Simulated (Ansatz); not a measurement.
Crystal: AlCu3.

```
Cu Al
1.0
     0.00000    2.88801    2.88801
     2.88801    0.00000    2.88801
     2.88801    2.88801    0.00000
Cu Al
3 1
Direct
  0.75000 0.75000 0.75000
  0.25000 0.25000 0.25000
  0.50000 0.50000 0.50000
  0.00000 0.00000 0.00000
```

The cell comes from a database or a generator and needn't be the stable form of this composition.

Program: Ansatz 0.2.0. Alike in all runs: task band structure; no spin polarisation; cell as given; k mesh 8 × 8 × 8; cutoff (eV) 287; smearing fermi-dirac 0.05 eV; basis error allowed 0.002 eV/atom.

**Question.** Order these runs on this cell by their pressure, lowest first.
A. level PBEsol; potentials or basis all-electron LAPW, scalar-relativistic
B. level LDA; potentials or basis all-electron LAPW, scalar-relativistic
C. level PBEsol; potentials or basis all-electron LAPW, non-relativistic

**Answer.** B (-6.2 GPa), A (-0.8 GPa), C (2.6 GPa).

Not every run made on this cell is shown here.
